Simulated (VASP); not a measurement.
# SiC (Moissanite 3C) (F-43m) in VASP: settings compared

The runs below take SiC (Moissanite 3C) through relaxation of cell and atoms, with PBEsol, HSE06, PBE+D3(BJ).

Everything below comes from runs of VASP 6.6.1. Logs are shortened: lines on timing, memory, paths and dates and some standing lists are left out, and cuts for length are marked.

### 1 The structure

It takes space group F-43m (No. 216, cubic). The conventional cell has a = 4.358 Å, b = 4.358 Å, c = 4.358 Å, α = 90.00°, β = 90.00°, γ = 90.00°. Si (site symmetry -43m) is surrounded by 4 C at 1.89 Å. Around C (site symmetry -43m) lie 4 Si at 1.89 Å.

### 2 Relaxation of cell and atoms, PBEsol

INCAR reads:

```
ALGO = Normal ; EDIFF = 1E-6
EDIFFG = -0.01 ; ENCUT = 600
GGA = PS ; IBRION = 2
ISIF = 3 ; ISMEAR = 0
KPAR = 4 ; LASPH = T
LCHARG = F ; LREAL = F
LWAVE = F ; NELM = 80
NSW = 90 ; PREC = Accurate
SIGMA = 0.03
```

KPOINTS reads:

```
k-points
0
Gamma
  10 10 10
```

POSCAR reads:

```
SiC
1.0
    0.0000000000      2.1790000000      2.1790000000
    2.1790000000      0.0000000000      2.1790000000
    2.1790000000      2.1790000000      0.0000000000
Si C
1 1
Direct
    0.0000000000      0.0000000000      0.0000000000
    0.2500000000      0.2500000000      0.2500000000
```

Potentials or basis: VASP PAW PBE potentials, release 64 (Si, C).

On the command line:

```
> cat potpaw_PBE.64/Si/POTCAR potpaw_PBE.64/C/POTCAR > POTCAR
> mpirun -np 4 vasp_std > vasp.out
```

OUTCAR:

```text
EDIFF = 1E-6
   EDIFFG = -0.01
   ENCUT = 600
   GGA = PS
   IBRION = 2
   ISIF = 3
   ISMEAR = 0
   LASPH = T
   LREAL = F
   NELM = 80
   NSW = 90
   PREC = Accurate

 ion  position               nearest neighbor table
   1  0.000  0.000  0.000-   2 1.89   2 1.89   2 1.89   2 1.89
   2  0.250  0.250  0.250-   1 1.89   1 1.89   1 1.89   1 1.89

  LATTYP: Found a face centered cubic cell.
 ALAT       =     4.3580000000

  Lattice vectors:

 A1 = (   0.0000000000,   2.1790000000,   2.1790000000)
 A2 = (   2.1790000000,   0.0000000000,   2.1790000000)
 A3 = (   2.1790000000,   2.1790000000,   0.0000000000)

Analysis of symmetry for initial positions (statically):
=====================================================================
 Subroutine PRICEL returns:
 Original cell was already a primitive cell.

 Routine SETGRP: Setting up the symmetry group for a
 face centered cubic supercell.

 Subroutine GETGRP returns: Found 24 space group operations
 (whereof 24 operations were pure point group operations)
 out of a pool of 48 trial point group operations.

The static configuration has the point symmetry T_d .

Analysis of symmetry for dynamics (positions and initial velocities):
=====================================================================
 Subroutine PRICEL returns:
 Original cell was already a primitive cell.

 Routine SETGRP: Setting up the symmetry group for a
 face centered cubic supercell.

 Subroutine GETGRP returns: Found 24 space group operations
 (whereof 24 operations were pure point group operations)
 out of a pool of 48 trial point group operations.

The dynamic configuration has the point symmetry T_d .

 Subroutine INISYM returns: Found 24 space group operations
 (whereof 24 operations are pure point group operations),
 and found     1 'primitive' translations

----------------------------------------------------------------------------------------

                                     Primitive cell

  volume of cell :      20.6920

  direct lattice vectors                    reciprocal lattice vectors
     0.000000000  2.179000000  2.179000000    -0.229463056  0.229463056  0.229463056
     2.179000000  0.000000000  2.179000000     0.229463056 -0.229463056  0.229463056
     2.179000000  2.179000000  0.000000000     0.229463056  0.229463056 -0.229463056

  length of vectors
     3.081571352  3.081571352  3.081571352     0.397441672  0.397441672  0.397441672

  position of ions in fractional coordinates (direct lattice)
     0.000000000  0.000000000  0.000000000
     0.250000000  0.250000000  0.250000000

  ion indices of the primitive-cell ions
[... 85 lines left out ...]
   PSTRESS=    0.0 pullay stress
   NELECT =       8.0000    total number of electrons
   NUPDOWN=      -1.0000    fix difference up-down
   EMIN   =  10.00;   EMAX   =-10.00  energy-range for DOS
   EFERMI =   0.00;   METHOD = LEGACY
   ISMEAR =     0;   SIGMA  =   0.03  broadening in eV -4-tet -1-fermi 0-gaus
   EFERMI_NEDOS =   21; number of points for ismear=-14 and -15
   IALGO  =     38    algorithm
   IMIX   =      4    mixing-type and parameters
     AMIX     =   0.40;   BMIX     =  1.00
     AMIX_MAG =   1.60;   BMIX_MAG =  1.00
  volume/ion in A,a.u.               =      10.35        69.82
  Fermi-wavevector in a.u.,A,eV,Ry     =   1.192626  2.253736 19.352338  1.422357
  Thomas-Fermi vector in A             =   2.328660
   LORBIT       =      0    0 simple, 1 ext, 2 COOP (PROOUT), +10 PAW based schemes
   GGA     = PS    functional components
   LHFCALC =     F    Hartree Fock is set to
   AEXX    =    0.0000 exact exchange contribution
   IVDW    =     0    specifies the selected vdW correction
   LEPSILON=     F    determine dielectric tensor
   LRPA    =     F    only Hartree local field effects (RPA)
 conjugate gradient relaxation of ions
 non-spin polarized calculation
 Gauss-broadening in eV      SIGMA  =   0.03
  energy-cutoff  :      600.00
  volume of cell :       20.69
 maximum number of plane-waves:       701
 NGX is ok and might be reduce to    28
   NGX = 13   NGY = 13   NGZ = 13

 number of electron       8.0000000 magnetization

 Free energy of the ion-electron system (eV)
  ---------------------------------------------------
  ext. energy  EPLUGINS =         0.00000000
  ---------------------------------------------------
  free energy    TOTEN  =       -15.91610820 eV

  energy without entropy =      -15.91610820  energy(sigma->0) =      -15.91610820

 E-fermi :   8.1959     XC(G=0): -11.5049

 val. band max:        8.0558600555   @ k =   0.0000   0.0000   0.0000
 cond. band min:       9.2901437799   @ k =   0.5000   0.5000   0.0000
 fundamental gap:      1.2342837245
 Fermi energy:         8.1958529689

 k-point     1 :       0.0000    0.0000    0.0000
  band No.  band energies     occupation
      1      -7.3681      2.00000
      2       8.0559      2.00000
      3       8.0559      2.00000
      4       8.0559      2.00000
      5      14.2427      0.00000
      6      15.2991      0.00000
      7      15.2991      0.00000
      8      15.2991      0.00000
[... 243 lines left out ...]
 k-point    24 :       0.4000    0.3000    0.0000
  band No.  band energies     occupation
      1      -4.2085      2.00000
      2       2.4698      2.00000
      3       4.8720      2.00000
      4       5.4097      2.00000
      5      10.8127      0.00000
      6      13.5681      0.00000
      7      19.6090      0.00000
      8      19.9187      0.00000

 [... further k-points ...]

------------------------ aborting loop because EDIFF is reached ----------------------------------------

  FORCE on cell =-STRESS in cart. coord.  units (eV):
  Direction    XX          YY          ZZ          XY          YZ          ZX
  --------------------------------------------------------------------------------------
  -------------------------------------------------------------------------------------
  Total        0.0058220      0.0058220      0.0058220     -0.0000000      0.0000000     -0.0000000
  in kB        0.4507971      0.4507971      0.4507971     -0.0000000      0.0000000     -0.0000000
  external PRESSURE =       0.4507971 kB  Pullay stress =       0.0000000 kB

 VOLUME and BASIS-vectors are now :
 -----------------------------------------------------------------------------
  energy-cutoff  :      600.00
  volume of cell :       20.69
      direct lattice vectors                 reciprocal lattice vectors
     0.000000000  2.179000000  2.179000000    -0.229463056  0.229463056  0.229463056
     2.179000000  0.000000000  2.179000000     0.229463056 -0.229463056  0.229463056
     2.179000000  2.179000000  0.000000000     0.229463056  0.229463056 -0.229463056

 POSITION                                       TOTAL-FORCE (eV/Angst)
 -----------------------------------------------------------------------------------
      0.00000      0.00000      0.00000        -0.000000      0.000000      0.000000
      1.08950      1.08950      1.08950         0.000000     -0.000000     -0.000000
 -----------------------------------------------------------------------------------
    total drift:                               -0.000000     -0.000000     -0.000000

  FREE ENERGIE OF THE ION-ELECTRON SYSTEM (eV)
  ---------------------------------------------------
  free  energy   TOTEN  =       -15.9161082006 eV

  energy  without entropy=      -15.9161082006  energy(sigma->0) =      -15.91610820

 reached required accuracy - stopping structural energy minimisation
```

CONTCAR:

```text
SiC
   1.00000000000000
     0.0000000000000000    2.1789999999999998    2.1789999999999998
     2.1789999999999998    0.0000000000000000    2.1789999999999998
     2.1789999999999998    2.1789999999999998    0.0000000000000000
  Si              C
     1     1
Direct
     0.0000000000000000    0.0000000000000000    0.0000000000000000
     0.2500000000000000    0.2500000000000000    0.2500000000000000

  0.00000000E+00  0.00000000E+00  0.00000000E+00
  0.00000000E+00  0.00000000E+00  0.00000000E+00
```

Run time: 2.9 s. Hardware: 4 MPI ranks of Intel Xeon 6975P-C (Granite Rapids), shared host; peak memory 0.14 GiB.

Results:

| Quantity | Value |
| --- | --- |
| Free energy | -15.9161 eV |
| Pressure after relaxing | 0.0 GPa |
| Band gap on the k mesh | 1.23 eV, indirect (least direct gap 4.44 eV) |

Final structure:
```yaml
crystal:
  lattice:
    - [0.00000, 2.17900, 2.17900]
    - [2.17900, 0.00000, 2.17900]
    - [2.17900, 2.17900, 0.00000]
  atoms:
    - { symbol: Si, position: [0.00000, 0.00000, 0.00000] }
    - { symbol: C, position: [0.25000, 0.25000, 0.25000] }
```

Caveat: the relaxation stopped at its first step, so nothing moved; the PAW data sets were made with another functional, which shifts forces and pressure a little. A k mesh can miss the band edges.

### 3 Relaxation of cell and atoms, HSE06

POSCAR reads:

```
SiC                                     
1.0
    0.0000000000      2.1790000000      2.1790000000
    2.1790000000      0.0000000000      2.1790000000
    2.1790000000      2.1790000000      0.0000000000
  Si              C             
     1     1
Direct
     0.0000000000000000    0.0000000000000000    0.0000000000000000
     0.2500000000000000    0.2500000000000000    0.2500000000000000
```

INCAR.step1 reads:

```
ALGO = Normal ; EDIFF = 1E-5
ENCUT = 520 ; GGA = PE
ISMEAR = 0 ; KPAR = 4
LASPH = T ; LCHARG = F
LREAL = F ; LWAVE = T
NELM = 80 ; PREC = Accurate
SIGMA = 0.03
```

INCAR.step2 reads:

```
ALGO = Normal ; EDIFF = 1E-6
EDIFFG = -0.01 ; ENCUT = 520
GGA = PE ; HFSCREEN = 0.2
IBRION = 2 ; ISIF = 3
ISMEAR = 0 ; ISTART = 1
KPAR = 4 ; LASPH = T
LCHARG = F ; LHFCALC = T
LREAL = F ; LWAVE = F
NELM = 80 ; NSW = 25
PREC = Accurate ; PRECFOCK = Fast
SIGMA = 0.03
```

KPOINTS reads:

```
k-points
0
Gamma
  6 6 6
```

Potentials or basis: VASP PAW PBE potentials, release 64 (Si, C).

On the command line:

```
> cat potpaw_PBE.64/Si/POTCAR potpaw_PBE.64/C/POTCAR > POTCAR
> cp INCAR.step1 INCAR
> mpirun -np 4 vasp_std > vasp.out
> cp INCAR.step2 INCAR
> mpirun -np 4 vasp_std > vasp.out
```

Run time: 34 s. Hardware: 4 MPI ranks of Intel Xeon 6975P-C (Granite Rapids), shared host; peak memory 0.22 GiB.

Results (log left out):

```
Free energy                            : -17.4537 eV
Relaxed volume                         : 10.27 Å³/atom
Relaxed cell                           : a = 3.074 Å, b = 3.074 Å, c = 3.074 Å, α = 60.00°, β = 60.00°, γ = 60.00°
Space group after relaxing (to 0.05 Å) : F-43m (No. 216)
Energy gained by relaxing              : 0.5 meV/atom
Ionic steps                            : 3
Pressure after relaxing                : 0.0 GPa
Band gap on the k mesh                 : 2.25 eV, indirect (least direct gap 5.76 eV)
```

Step by step:
```tsv
step	energy change (eV)	largest force (eV/Å)	pressure (GPa)	volume (Å³)
1	0.0000	0.0000	-1.80	20.69
2	0.0003	0.0000	2.12	20.35
3	-0.0009	0.0000	0.01	20.53
```

Final structure:
```
Si C
1.0
     0.00000    2.17333    2.17333
     2.17333    0.00000    2.17333
     2.17333    2.17333    0.00000
Si C
1 1
Direct
  0.00000 0.00000 0.00000
  0.25000 0.25000 0.25000
```

Levels at points of the mesh, in eV from the valence-band top:
```
           k point  band 2  band 3  band 4  band 5  band 6  band 7
(0.00, 0.00, 0.00)    0.00    0.00    0.00    7.66    8.67    8.67
(0.50, 0.00, 0.00)   -9.40   -1.16   -1.16    6.73    8.53    8.53
(0.50, 0.50, 0.00)   -8.57   -3.52   -3.52    2.25    5.42   16.06
```

Caveat: the PAW data sets were made with another functional, which shifts forces and pressure a little. A k mesh can miss the band edges.

[end of part 1 of 2]
